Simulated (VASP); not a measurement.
CaO: single point with PBE

Crystal: CaO.

```
CELL_PARAMETERS angstrom
2.90321 0.00000 0.00000
0.00000 2.90321 0.00000
0.00000 0.00000 2.90321
ATOMIC_POSITIONS crystal
Ca 0.00000 0.00000 0.00000
O 0.50000 0.50000 0.50000
```

The cell was built by a generator and needn't be a form met in nature.

* Program: VASP 6.6.1
* Task: single point
* Functional: PBE
* Potentials or basis: VASP PAW PBE potentials, release 64 (Ca_sv, O)
* Cutoff: 520 eV
* k mesh: 6 × 6 × 6
* Occupations: gaussian, width 0.01 eV
* Spin: no spin polarisation
* Dipole correction: no
* Further INCAR settings: ALGO = Fast; EDIFF = 1e-07; NBANDS = 15

```json
{
 "Pressure": "4.3 GPa",
 "Band gap on the k mesh": "2.76 eV, indirect (least direct gap 3.06 eV)"
}
```

Levels at points of the mesh, in eV from the valence-band top:
| k point | band 4 | band 5 | band 6 | band 7 | band 8 | band 9 | band 10 | band 11 | band 12 | band 13 |
| --- | --- | --- | --- | --- | --- | --- | --- | --- | --- | --- |
| (0.00, 0.00, 0.00) | -19.74 | -16.45 | -0.30 | -0.30 | -0.30 | 2.76 | 2.76 | 5.23 | 8.44 | 8.44 |
| (0.50, 0.00, 0.00) | -19.61 | -15.24 | -3.81 | -0.80 | -0.80 | 3.75 | 7.18 | 8.15 | 8.15 | 8.73 |
| (0.50, 0.50, 0.00) | -19.51 | -15.76 | -2.12 | -2.12 | 0.00 | 3.89 | 4.74 | 6.58 | 6.58 | 9.85 |
| (0.50, 0.50, 0.50) | -20.48 | -15.22 | -3.44 | -3.44 | -3.44 | 7.95 | 7.95 | 7.95 | 9.98 | 9.98 |

Wall time 14 s on 1 thread of Intel(R) Xeon(R) Platinum 8259CL CPU @ 2.50GHz (Skylake/Cascade Lake) (shared host), peak memory 0.14 GiB.

A k mesh can miss the band edges. As with any semilocal functional, this PBE gap is likely too small.
